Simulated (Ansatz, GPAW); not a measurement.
This is a calculation of GaAs for Ansatz 0.2.0. 

The input input.yaml:

```yaml
crystal:
  lattice:
    - [0.0, 2.82685, 2.82685]
    - [2.82685, 0.0, 2.82685]
    - [2.82685, 2.82685, 0.0]
  atoms:
    - { symbol: As, position: [0.75, 0.75, 0.75] }
    - { symbol: Ga, position: [0.0, 0.0, 0.0] }
kpoints:
  mp_grid: { grid: [8, 8, 8] }
scf:
  occupations: { method: gaussian, width: 0.05 }
hamiltonian:
  xc: pbe
  pseudopotentials: { kind: all_electron, lapw: { basis_error: 0.001 } }
output:
  forces: true
  stress: true
  eigenvalues: true
```

Potentials or basis: all-electron LAPW, scalar-relativistic.

The run is started by

```console
$ ansatz run input.yaml --threads 1 --pin off --max-ram 3072MiB --backend cpu --events-out ev --progress --plain --runs-dir out
```

**Question.** Set up the same calculation for GPAW 26.7.0 (ASE script). Potentials or basis there: GPAW PAW data sets (gpaw-data 1.2.1), cutoff 600 eV.

**Answer.** As run (cutoffs and basis follow the program's own potentials, and thresholds, step limits or extra output files can differ):

Contents of run.py:

```python
from ase.dft.bandgap import bandgap
from ase.io import read, write
from ase.units import GPa
from gpaw import GPAW, PW

atoms = read('POSCAR')

calc = GPAW(mode=PW(600),
            xc='PBE',
            kpts={'size': (8, 8, 8), 'gamma': True},
            occupations={'name': 'methfessel-paxton', 'order': 0, 'width': 0.05},
            nbands=11,
            convergence={'density': 1e-05, 'energy': 1e-05},
            maxiter=150,
            txt='gpaw.txt')
atoms.calc = calc
energy = atoms.get_potential_energy()
forces = atoms.get_forces()
stress = atoms.get_stress()
calc.write('gs.gpw')
write('result.traj', atoms)
print(f'Energy: {energy:.6f} eV')
print('Forces (eV/A):')
print(forces.round(4))
print('Stress (GPa):', (stress / GPa).round(3))
print('Fermi level:', round(calc.get_fermi_level(), 4), 'eV')
print(f'Gap: {bandgap(calc)[0]:.4f} eV, direct: {bandgap(calc, direct=True)[0]:.4f} eV')
```

File POSCAR:

```
GaAs
1.0
    0.0000000000      2.8268500000      2.8268500000
    2.8268500000      0.0000000000      2.8268500000
    2.8268500000      2.8268500000      0.0000000000
As Ga
1 1
Direct
    0.7500000000      0.7500000000      0.7500000000
    0.0000000000      0.0000000000      0.0000000000
```

Potentials or basis: GPAW PAW data sets (gpaw-data 1.2.1), pw.

The run is started by

```bash
$ OMP_NUM_THREADS=1 python run.py
```

Both were run:

|  | Ansatz | GPAW |
| --- | --- | --- |
| Pressure | 3.3 GPa | 4.3 GPa |

Where Ansatz's input types no cutoff or centring, it takes its own default and a Γ-centred mesh.

Pressure is positive in compression.
